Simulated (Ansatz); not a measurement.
Layered crystal of Te₂Mo, relaxed:

```yaml
crystal:
  lattice:
    - [3.49640, 0.00000, 0.00000]
    - [-1.74820, 3.02797, 0.00000]
    - [0.00000, 0.00000, 13.70084]
  atoms:
    - { symbol: Te, position: [0.33333, 0.66667, 0.61734] }
    - { symbol: Te, position: [0.66667, 0.33333, 0.11734] }
    - { symbol: Te, position: [0.33333, 0.66667, 0.88266] }
    - { symbol: Te, position: [0.66667, 0.33333, 0.38266] }
    - { symbol: Mo, position: [0.33333, 0.66667, 0.25000] }
    - { symbol: Mo, position: [0.66667, 0.33333, 0.75000] }
```

The calculation used DFT PBE+D3(BJ), scalar-relativistic, plane waves, PAW in Ansatz 0.2.0. Settings: cutoff 420 eV, Γ-centred mesh 12×12×2 on the computed 6-atom cell, Gaussian smearing of 0.02 eV; no spin polarisation.

Q: What does it cost to take out one layer and relax it free-standing?

A: 38.2 meV/Å² (135 meV/atom). The layer's area changes by +0.4 %. The layer is isolated along c and computed on a 12×12×1 mesh.

Gaps are read on the k meshes alone.

Spin-orbit coupling is left out, which matters for the bands of heavy elements. An atom lies near a switch of its D3 coefficient C6 between reference coordination numbers, so the dispersion energy changes steeply there and can make or shift the minimum.